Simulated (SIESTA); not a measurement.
# GaSb in SIESTA: the effect of strain zz

The system is GaSb.

```xyz
2
Lattice="0.0000 3.0590 2.9366 3.0590 0.0000 2.9366 3.0590 3.0590 0.0000" Properties=species:S:1:pos:R:3 pbc="T T T"
Sb    4.5885    4.5885    4.4050
Ga    0.0000    0.0000    0.0000
```

The cell isn't the ideal one: cell strained along z.

Alike in all runs:

* Program: SIESTA 5.4.2
* Task: band structure
* Functional: PBE
* Potentials or basis: PseudoDojo 0.4 standard (PBE files)
* Basis: DZP (energy shift 0.003 Ry; two zetas on semicore shells)
* Grid cutoff: 800 Ry
* Energy shift: 0.003 Ry
* k mesh: 8 × 8 × 8
* Occupations: fermi-dirac, width 0.05 eV
* Spin: no spin polarisation

| strain zz | gap on the mesh (eV) | pressure (GPa) |
| --- | --- | --- |
| -0.04 | 0.30 | 4.9 |
| -0.02 | ? | ? |
| -0.01 | 0.18 | 3.0 |
| 0 | 0.14 | 2.5 |
| 0.01 | none | 2.0 |
| 0.02 | none | 1.5 |
| 0.04 | none | 0.5 |

What does the run with strain zz -0.02 give?

gap on the mesh 0.22 eV; pressure 3.6 GPa.

Worked out: A parabola through the other rows of the pressure, of slope -59.5 GPa per unit of strain zz there, gives 3.6 GPa, against the run's 3.6.

Caveats: spin-orbit coupling is left out, which moves the levels of the heavy elements; the basis of atomic orbitals isn't converged, which shifts pressures, moduli and gaps.

A gap of «none» marks a metal or a gap under the smearing width.
